The revTPSS row is suspect. Its 48.8 GPa is the lowest modulus in the table, while the two r2SCAN rows on the same rung give 53.1 and 55.4 GPa. Only four volumes were computed for it, and a curve with four parameters passes through four points however good or bad they are. Its pressure also vanishes at a smaller cell than its energy minimum, so the two ways of locating equilibrium disagree. This number should be recomputed with more volumes and a denser k mesh before any physics is read into it.

Bulk modulus of GaSb (F-43m, 2-atom cell) from Kohn-Sham DFT in Ansatz, GPAW and ABACUS, without spin polarization and with Fermi-Dirac smearing of 0.05 eV. Each modulus comes from an equation-of-state fit for the static lattice and is taken at the method's own energy minimum; the basis column gives the plane-wave cutoff.

```csv
method,rung,program,potentials,basis,spin orbit,k mesh,bulk modulus (GPa)
LDA,LDA,Ansatz,PseudoDojo LDA,1143 eV,no,8x8x8 2-atom cell,54.70
PBE-D4,GGA,Ansatz,Ansatz PAW,420 eV,no,8x8x8 2-atom cell,51.60
PBEsol,GGA,Ansatz,Ansatz PAW,420 eV,yes,8x8x8 2-atom cell,50.80
PBEsol-D3(BJ),GGA,Ansatz,Ansatz PAW,420 eV,no,8x8x8 2-atom cell,55.80
PBEsol-D4,GGA,GPAW,PAW data sets made by gpaw setup for the functional,600 eV,no,6x6x6 2-atom cell,54.30
WC,GGA,ABACUS,PseudoDojo NC SR 0.4.1 PBE standard,1102 eV,no,6x6x6 2-atom cell,50.10
revPBE-D3,GGA,GPAW,GPAW PAW data sets (gpaw data 1.2.1),600 eV,no,6x6x6 2-atom cell,48.90
m-r2SCAN,meta-GGA,Ansatz,Ansatz PAW,500 eV,no,8x8x8 2-atom cell,53.10
r2SCAN-D4,meta-GGA,Ansatz,Ansatz PAW,500 eV,no,8x8x8 2-atom cell,55.40
revTPSS,meta-GGA,ABACUS,SG15 ONCV 1.2 PBE,1279 eV,no,5x5x5 2-atom cell,48.80
HSE03,hybrid,Ansatz,Ansatz PAW,420 eV,no,4x4x4 2-atom cell,52.10
```

The other rows don't follow the rungs either: plain LDA gives nearly as high a modulus as r2SCAN-D4. What orders LDA and the GGAs is the size of the cell at which each method comes to rest. A straight line through these seven rows falls by about 1.1 GPa for each percent of extra volume, with a typical miss of 0.5 GPa. One of the seven, WC, also rests on only four volumes, but its pressures support its modulus. The printed analysis after this text gives the cell of each row.

The reason is that a crystal stiffens when it is squeezed. Let $B_0$ be the bulk modulus at zero pressure and $B'$ its rise per unit of pressure, about 4.5 here. A new functional or a dispersion term adds a pressure $\delta P$ at fixed volume, negative if it pulls the atoms together, and changes the modulus there by $\delta B$. The cell then relaxes until the pressure is zero again, which gives

$$\Delta B_0 \approx \delta B - B'\,\delta P .$$

Two limits show what can happen. If the added pressure is the same at all volumes, $\delta B$ is zero and the modulus simply slides along one compression curve, by about 2.3 GPa per percent of volume. If the added pressure varies with volume so steeply that $\delta B = B'\,\delta P$, the cell changes but the modulus doesn't. The observed slope lies between these limits: a method that binds more tightly gives a smaller and stiffer crystal, but less stiff than the contraction alone would make it.

For the D4 dispersion term in PBEsol-D4, both parts can be estimated from the term's own energies, with $B'$ taken from the PBEsol row. At 28.62 Å³ per atom it adds a pressure of −1.28 GPa and lowers the modulus by 2.4 GPa. The contraction that follows raises the modulus by $4.46 \times 1.28 = 5.7$ GPa, so the net change is $5.7 - 2.4 = 3.3$ GPa.

The table has PBEsol-D4 3.5 GPa above PBEsol. The two rows also differ in program, mesh and spin-orbit coupling, so the close match is no measure of the model's accuracy. Both rows belong to the seven behind the straight line, but the estimate doesn't use that line.

LDA therefore owes its high modulus to its small cell. Held at 28.62 Å³ per atom, it drops from 54.7 to about 47 GPa. revPBE-D3 does the opposite and rises from 48.9 to about 55 GPa, because its own cell is larger. A modulus taken at a fixed cell and one taken at the method's own minimum are different quantities and shouldn't be mixed in one data set.

The r2SCAN rows and HSE03 lie about 3 GPa above the line, so cell size alone doesn't account for them. A plausible but untested cause is that these methods hold the electrons more firmly in the bonds, which then resist compression more. For HSE03 part of the excess may come from its coarse 4x4x4 mesh.

How much this matters depends on the purpose. The whole table spans 7 GPa, or 13 percent of its mean, and the measured modulus is roughly 56 GPa (a recalled value). If an error of 15 percent is acceptable, any row of this table will do. That doesn't cover plain PBE, which isn't in the table: without a dispersion term its cell should be larger and its modulus lower than those of PBE-D4. For 5 percent, check the cell as well as the modulus: r2SCAN-D4 comes close to the rough measured values of both, whereas LDA and PBEsol-D3(BJ) reach the modulus with a cubic edge about 1 percent short of the recalled 6.1 Å. Heat softens a real crystal, so a static calculation should come out somewhat above a room-temperature measurement.

For infrared detectors and lasers, the error in the cell can matter more than the error in stiffness. In the PBEsol-D4 run the gap on the mesh shrinks by about 0.08 eV per percent of added volume over the three smallest cells; for the larger ones the run reports no gap. A gap read off a 6x6x6 mesh can miss the true band edges, so this run settles neither the rate nor the cell at which the gap closes. At that rate the 2.4 percent difference in volume between PBEsol and PBEsol-D4 would be worth about 0.18 eV, about a quarter of the real gap of roughly 0.7 eV (also a recalled value). GGAs also put the gap of GaSb far too low at any realistic cell, so a gap for device work is better computed with a hybrid and spin-orbit coupling, at the measured lattice constant.

Costs can be judged from scaling. A dispersion term is almost free, and a meta-GGA costs moderately more than a GGA. A hybrid is far dearer, because its exchange work grows with the number of pairs of k points: going from 4x4x4 to 8x8x8 multiplies the pairs by 64. For the cell and stiffness of GaSb, r2SCAN-D4 is a reasonable first choice, though one close row doesn't show that it is the best level for related crystals. Test its k mesh, and pay for a hybrid only if the gap is needed too.

Output of the analysis:

```
fit of result_bulk_modulus on 7 rows (simple): constant 51.14 +/- 0.26, coefficient of dv -1.112 +/- 0.11; rms 0.519, worst WC 0.779, leave-one-out rms 0.867
  rows outside the fit (model, value, miss): m-r2SCAN 50.38, 53.1, -2.72; r2SCAN-D4 51.86, 55.4, -3.54; revTPSS 51.49, 48.8, 2.69; HSE03 48.98, 52.1, -3.12
Moduli and cells:
            row  cubic edge A  volume off 28.62 %  modulus at 28.62 A^3 GPa  above LDA-GGA line GPa  off rough measured 56 GPa %
            LDA         6.047              -3.428                     47.13                   -0.25                       -2.321
         PBE-D4         6.111              -0.334                     50.44                 0.09166                       -7.857
         PBEsol         6.113             -0.2208                     50.61                 -0.5825                       -9.286
  PBEsol-D3(BJ)         6.041              -3.717                     46.58                  0.5288                      -0.3571
      PBEsol-D4         6.065              -2.597                     47.07                  0.2743                       -3.036
             WC         6.123              0.2318                     50.15                 -0.7791                       -10.54
      revPBE-D3         6.172               2.656                     55.26                  0.7168                       -12.68
       m-r2SCAN         6.132              0.6814                     55.28                   2.721                       -5.179
      r2SCAN-D4         6.105             -0.6482                     53.95                   3.542                       -1.071
        revTPSS         6.112              -0.313                     45.96                  -2.685                       -12.86
          HSE03         6.157               1.938                     57.64                   3.119                       -6.964
Full spread of the moduli, GPa: 7
Full spread in percent of the mean: 13.38
Slope for a constant added pressure, GPa per percent of volume: -2.265
Mean height of both r2SCAN rows and HSE03 above the line, GPa: 3.127
Pressure of the D4 term at 28.62 A^3, GPa: -1.279
Pressure of PBEsol-D4 less that of PBEsol at 28.62 A^3, GPa: -1.245
D4 effect on the modulus at fixed volume, GPa: -2.433
D4 effect on the modulus through the smaller cell, GPa: 5.701
Net D4 effect expected, GPa: 3.268
Modulus of PBEsol-D4 less that of PBEsol, GPa: 3.5
Pressure of the D3 term in revPBE-D3 at 28.62 A^3, GPa: -2.185
Pressure of revPBE without D3 at 30.34 A^3, GPa: 0.6289
Loss of gap on the mesh per percent of expansion in PBEsol-D4, eV: 0.07747
Gap change from the volume step PBEsol to PBEsol-D4, eV: 0.1841
Exchange work, pairs of k points, 8x8x8 over 4x4x4: 64
Plane waves at 1143 eV over those at 420 eV: 4.489
```
